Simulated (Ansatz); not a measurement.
Crystal: ZnO (zincite).

```
Zn O
1.0
     3.24931    0.00000    0.00000
    -1.62465    2.81398    0.00000
     0.00000    0.00000    5.20571
Zn O
2 2
Direct
  0.66667 0.33333 0.00000
  0.33333 0.66667 0.50000
  0.33333 0.66667 0.87901
  0.66667 0.33333 0.37901
```

```yaml
Program: Ansatz 0.2.0
Task: relaxation of cell and atoms
Functional: revPBE
Potentials_or_basis: Ansatz PAW
Cutoff: "420 eV (not typed: the program's choice for these potentials)"
k_mesh: 9 × 9 × 5
Occupations: fermi-dirac, width 0.05 eV
Spin: no spin polarisation
```

At the start: volume 11.90 Å³/atom.

Q: Where does the relaxation end?

A: It ends after 8 steps and the volume is 12.64 Å³/atom (+6.2 %); space group P6_3mc (No. 186, to 0.05 Å).

Step by step:
```
step  energy change (eV)  largest force (eV/Å)  volume (Å³)
   1              0.0000                0.0747        47.60
   2             -0.0477                0.0459        49.03
   3             -0.0583                0.0277        50.28
   4             -0.0580                0.0206        50.39
   5             -0.0581                0.0027        50.39
   6             -0.0734                0.0029        50.39
   7             -0.0730                0.0008        50.55
   8             -0.0734                0.0006        50.55
```

Final structure:
```
Zn O
1.0
     3.30765    0.00000    0.00000
    -1.65383    2.86451    0.00000
     0.00000    0.00000    5.33571
Zn O
2 2
Direct
  0.66667 0.33333 0.99986
  0.33333 0.66667 0.49986
  0.33333 0.66667 0.87915
  0.66667 0.33333 0.37915
```

Caveat: the plane-wave basis is chosen anew once the cell has moved, so the energies of steps on either side of that aren't comparable; the pressure holds a Pulay correction of +0.6 GPa for the finite cutoff; the PAW data sets come from PBE, with cores solved anew for the run's functional, which leaves a small shift of forces and pressure.
